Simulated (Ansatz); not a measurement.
**Na in Ansatz: the effect of target pressure**

Na:

```
Na
1.0
    -2.14100    2.14100    2.14100
     2.14100   -2.14100    2.14100
     2.14100    2.14100   -2.14100
Na
1
Direct
  0.00000 0.00000 0.00000
```

Alike in all runs:

* Program: Ansatz 0.2.0
* Task: relaxation of cell and atoms
* Functional: PBE
* Potentials or basis: Ansatz PAW
* Cutoff: 420 eV (not typed: the program's choice for these potentials)
* k mesh: 9 × 9 × 9
* Occupations: fermi-dirac, width 0.05 eV
* Spin: no spin polarisation

Each run relaxes the cell or the atoms first.

| target pressure | relaxed volume (Å³/atom) |
| --- | --- |
| 0 GPa | 36.70 |
| 2 GPa | 30.73 |
| 5 GPa | 26.25 |
| 10 GPa | 22.32 |
| 20 GPa | ? |
| 30 GPa | 16.22 |

What does the run with target pressure 20 GPa give?

Relaxed volume 18.38 Å³/atom.

Worked out: A parabola through the other rows of the relaxed volume, of slope -0.25 Å³/atom per GPa there, gives 14.94 Å³/atom, against the run's 18.38.

Caveats: the plane-wave basis is chosen anew once the cell has moved, so the energies of steps on either side of that aren't comparable; the volume moved by over 15 % at a fixed basis, so the end points are rough (some runs).
